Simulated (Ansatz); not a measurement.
**HfO2: band gap under strain**

How does strain move the band edges of HfO2 (database structure), and do the functionals agree on it? States: no strain; -3.0 % biaxial strain in x and y, free along z; -2.0 % biaxial strain in x and y, free along z.

The runs shown are made with Ansatz 0.2.0. PAW datasets, plane waves. Spin-unpolarised throughout; all numbers are computed.

## (1) The cell

The unstrained cell was relaxed with r2SCAN; in each strained cell the atoms were relaxed again with r2SCAN. Names of k-points are those of the unstrained zone, where strain can split equivalent points. First state: no strain.

It is monoclinic, P2_1/c (No. 14); a = 5.114 Å, b = 5.181 Å, c = 5.295 Å, β = 99.5° in the conventional setting, 11.53 Å³ an atom. Hf has 7 O at 2.04–2.25 Å; O has 4 Hf at 2.14–2.25 Å; O has 3 Hf at 2.04–2.14 Å.

The structure in full:

```
Hf O
1.0
     5.11386    0.00000    0.00476
     0.00000    5.18141    0.00000
    -0.87469    0.00000    5.22228
Hf O
4 8
Direct
  0.27619 0.45818 0.70819
  0.72381 0.95818 0.79181
  0.72381 0.54182 0.29181
  0.27619 0.04182 0.20819
  0.44793 0.74232 0.97851
  0.55207 0.24232 0.52149
  0.55207 0.25768 0.02149
  0.44793 0.75768 0.47851
  0.07015 0.33387 0.34395
  0.92985 0.83387 0.15605
  0.92985 0.66613 0.65605
  0.07015 0.16613 0.84395
```

## (2) No strain: PBE

The input, input.yaml:

```yaml
crystal:
  lattice:
    - [5.1138648531, 0.0, 0.0047590261]
    - [0.0, 5.1814079143, 0.0]
    - [-0.8746903931, 0.0, 5.2222785671]
  atoms:
    - { symbol: Hf, position: [0.2761892212, 0.4581828149, 0.7081931631] }
    - { symbol: Hf, position: [0.7238107788, 0.9581828149, 0.7918068369] }
    - { symbol: Hf, position: [0.7238107788, 0.5418171851, 0.2918068369] }
    - { symbol: Hf, position: [0.2761892212, 0.0418171851, 0.2081931631] }
    - { symbol: O, position: [0.4479259156, 0.7423207018, 0.9785125421] }
    - { symbol: O, position: [0.5520740844, 0.2423207018, 0.5214874579] }
    - { symbol: O, position: [0.5520740844, 0.2576792982, 0.0214874579] }
    - { symbol: O, position: [0.4479259156, 0.7576792982, 0.4785125421] }
    - { symbol: O, position: [0.0701456268, 0.3338701126, 0.3439483467] }
    - { symbol: O, position: [0.9298543732, 0.8338701126, 0.1560516533] }
    - { symbol: O, position: [0.9298543732, 0.6661298874, 0.6560516533] }
    - { symbol: O, position: [0.0701456268, 0.1661298874, 0.8439483467] }
kpoints:
  mp_grid: { grid: [6, 6, 6] }
  band_path:
    path:
      - [0.0, 0.0, 0.0]
      - [0.0, 0.5, 0.0]
      - [0.0, 0.5, 0.5]
      - [0.0, 0.0, 0.5]
      - [-0.5, 0.0, 0.5]
      - [-0.5, 0.5, 0.5]
      - [-0.5, 0.5, 0.0]
      - [-0.5, 0.0, 0.0]
    npoints: 1
hamiltonian:
  xc: pbe
scf:
  occupations: { method: fermi_dirac, width: 0.02 }
  n_extra_bands: 7
output:
  forces: true
  stress: true
  eigenvalues: true
  write_density: true
  write_potential: true
  elf: true
  volumetric_format: npy
```

Further steps of the session: No strain: r2SCAN; No strain: HSE06; -3.0 % biaxial strain in x and y, free along z: PBE; -3.0 % biaxial strain in x and y, free along z: r2SCAN; -3.0 % biaxial strain in x and y, free along z: HSE06; -2.0 % biaxial strain in x and y, free along z: PBE; -2.0 % biaxial strain in x and y, free along z: r2SCAN; -2.0 % biaxial strain in x and y, free along z: HSE06.

Q: Predict the outcome of this session.

The runs gave:

Least gap in eV (negative: overlap), with the change from the unstrained cell in brackets:

| state | volume change (%) | PBE | r2SCAN | HSE06 |
| --- | --- | --- | --- | --- |
| no strain | +0.0 | 4.09 | 4.60 | 5.69 |
| -3.0 % biaxial strain in x and y, free along z | -3.0 | 4.27 (+0.18) | 4.79 (+0.19) | 5.90 (+0.21) |
| -2.0 % biaxial strain in x and y, free along z | -2.0 | 4.20 (+0.11) | 4.71 (+0.11) | 5.80 (+0.11) |

With HSE06, of the states in the table -3.0 % biaxial strain in x and y, free along z shifts the gap most, by +0.215 eV. PBE and HSE06 differ by 1.60 eV on the unstrained gap, and by at most 0.03 eV on its change: PBE follows the response to strain far better than the gap itself. Spin-orbit coupling is left out of the table, though the cell holds Hf (Z = 72); in an element this heavy it can shift bands and gaps by tenths of an eV.
